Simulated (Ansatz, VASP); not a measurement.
One calculation of NbP, two programs

Contents of INCAR:

```
PREC = Accurate ; ENCUT = 520
EDIFF = 1E-6 ; ISMEAR = 0
SIGMA = 0.05 ; LREAL = False
LASPH = True ; NELM = 60
ALGO = Normal ; ISIF = 2
LWAVE = False ; LCHARG = True
GGA = PS ; LELF = True
LVHAR = True ; NBANDS = 16
```

KPOINTS

```
regular mesh
0
Gamma
  10 10 10
```

Contents of POSCAR:

```
NbP
1.0
    0.0000000000      2.6993593360      2.6993593360
    2.6993593360      0.0000000000      2.6993593360
    2.6993593360      2.6993593360      0.0000000000
Nb P
1 1
Direct
    0.0000000000      0.0000000000      0.0000000000
    0.2500000000      0.2500000000      0.2500000000
```

Input for Ansatz:

```yaml
crystal:
  lattice:
    - [0.0, 2.699359336, 2.699359336]
    - [2.699359336, 0.0, 2.699359336]
    - [2.699359336, 2.699359336, 0.0]
  atoms:
    - { symbol: Nb, position: [0.0, 0.0, 0.0] }
    - { symbol: P, position: [0.25, 0.25, 0.25] }
basis:
  ecutwfc: 420
  ecutrho_ratio: 4
kpoints:
  mp_grid: { grid: [10, 10, 10] }
hamiltonian:
  xc: pbesol
scf:
  occupations: { method: gaussian, width: 0.05 }
output:
  forces: true
  stress: true
  eigenvalues: true
```

Alike in both runs: task single point; functional PBEsol; k mesh 10 × 10 × 10; occupations gaussian, width 0.05 eV; no spin polarisation.

|  | VASP | Ansatz |
| --- | --- | --- |
| version | VASP 6.6.1 | Ansatz 0.2.0 |
| potentials or method | VASP PAW PBE potentials, release 64 (Nb_sv, P) | scalar-relativistic, plane waves, PAW |
| plane-wave cutoff (eV) | 520 | 420 |
| valence electrons in the cell | 18 | 18 |

```tsv
	VASP	Ansatz	Ansatz less VASP
gap on the k mesh at the Fermi level (eV)	none	none	-
pressure (GPa)	9.5	9.6	+0.14
```

A gap of «none» marks a metal or a gap that the smearing closes.

Caveats: the PAW data sets were made with another functional, which shifts forces and pressure a little (VASP).
